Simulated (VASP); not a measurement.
Write the native input for VASP 6.6.1 that does the following.

- Task: relaxation of cell and atoms
- Functional: PBEsol
- Potentials or basis: VASP PAW PBE potentials, release 64 (C)
- Cutoff: 600 eV
- k mesh: 14 × 14 × 14
- Occupations: gaussian, width 0.03 eV
- Spin: no spin polarisation
- Further INCAR settings: ALGO = Normal; EDIFF = 1e-06; IBRION = 2; EDIFFG = -0.01; NSW = 90; ISIF = 3

The structure of C lies in POSCAR:

```
C
1.0
    0.0000000000      1.7833700000      1.7833700000
    1.7833700000      0.0000000000      1.7833700000
    1.7833700000      1.7833700000      0.0000000000
C
2
Direct
    0.0000000000      0.0000000000      0.0000000000
    0.2500000000      0.2500000000      0.2500000000
```

This isn't the form of C at room conditions, which is graphite.

The input as run:

INCAR

```
SYSTEM = C
PREC = Accurate
ENCUT = 600
EDIFF = 1E-6
ISMEAR = 0
SIGMA = 0.03
LREAL = .False.
LASPH = .True.
NELM = 80
ALGO = Normal
ISIF = 3
LWAVE = .False.
LCHARG = .False.
GGA = PS
IBRION = 2
NSW = 90
EDIFFG = -0.01
KPAR = 4
```

KPOINTS

```
regular mesh
0
Gamma
  14 14 14
  0 0 0
```

Potentials or basis: VASP PAW PBE potentials, release 64 (C).

Run with:

```sh
$ cat potpaw_PBE.64/C/POTCAR > POTCAR
$ mpirun -np 4 vasp_std > vasp.out
```

Results of the run:

The relaxed volume is 5.62 Å³/atom. The relaxed cell is a = 2.514 Å, b = 2.514 Å, c = 2.514 Å, α = 60.00°, β = 60.00°, γ = 60.00° and the space group after relaxing (to 0.05 Å) is Fd-3m (No. 227). The energy gained by relaxing is 0.8 meV/atom, the ionic steps are 3 and the pressure after relaxing is 0.0 GPa. The band gap on the k mesh is 4.03 eV, indirect (least direct gap 5.57 eV).

Caveat: the PAW data sets were made with another functional, which shifts forces and pressure a little.

Wall time 6.9 s on 4 MPI ranks on Intel(R) Xeon(R) Platinum 8488C (Sapphire Rapids), with other jobs on the host, peak memory 0.12 GiB a rank.
